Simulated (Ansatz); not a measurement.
The system is EuO.

```
Eu O
1.0
     0.00000    2.57195    2.57195
     2.57195    0.00000    2.57195
     2.57195    2.57195    0.00000
Eu O
1 1
Cartesian
  0.0000 0.0000 0.0000
  2.5720 2.5720 2.5720
```

```yaml
Program: Ansatz 0.2.0
Task: relaxation of cell and atoms
Functional: revPBE
Dispersion: D3(BJ)
Potentials_or_basis: Ansatz PAW
Cutoff: "420 eV (not typed: the program's choice for these potentials)"
k_mesh: 9 × 9 × 9
Occupations: fermi-dirac, width 0.05 eV
Spin: collinear spin, ferromagnetic start
Starting_moments: "[7.0, 0.0] μB"
```

At the start: volume 17.01 Å³/atom.

**Question.** How do energy, volume and symmetry change on relaxing?

**Answer.** It ends after 8 steps and the volume is 15.82 Å³/atom (-7.0 %); space group Fm-3m (No. 225, to 0.05 Å); moment 6.97 μB per cell.

Step by step:
```
step  energy change (eV)  largest force (eV/Å)  volume (Å³)
   1              0.0000                0.0000        34.03
   2             -0.0161                0.0000        29.74
   3             -0.0527                0.0000        31.92
   4             -0.0537                0.0000        31.73
   5             -0.0538                0.0000        31.71
   6             -0.0496                0.0000        31.71
   7             -0.0498                0.0000        31.64
   8             -0.0496                0.0000        31.64
```

Final structure:
```
Eu O
1.0
     0.00000    2.51043    2.51043
     2.51043    0.00000    2.51043
     2.51043    2.51043    0.00000
Eu O
1 1
Direct
  0.00000 0.00000 0.00000
  0.50000 0.50000 0.50000
```

Caveat: the plane-wave basis is chosen anew once the cell has moved, so the energies of steps on either side of that aren't comparable; the pressure holds a Pulay correction of +0.4 GPa for the finite cutoff; a cell with one magnetic atom can't hold antiferromagnetic order, which such compounds often take; without U or exact exchange the open f shell lies at the Fermi level, which spoils levels, moments and volumes; the PAW data sets come from PBE, with cores solved anew for the run's functional, which leaves a small shift of forces and pressure.
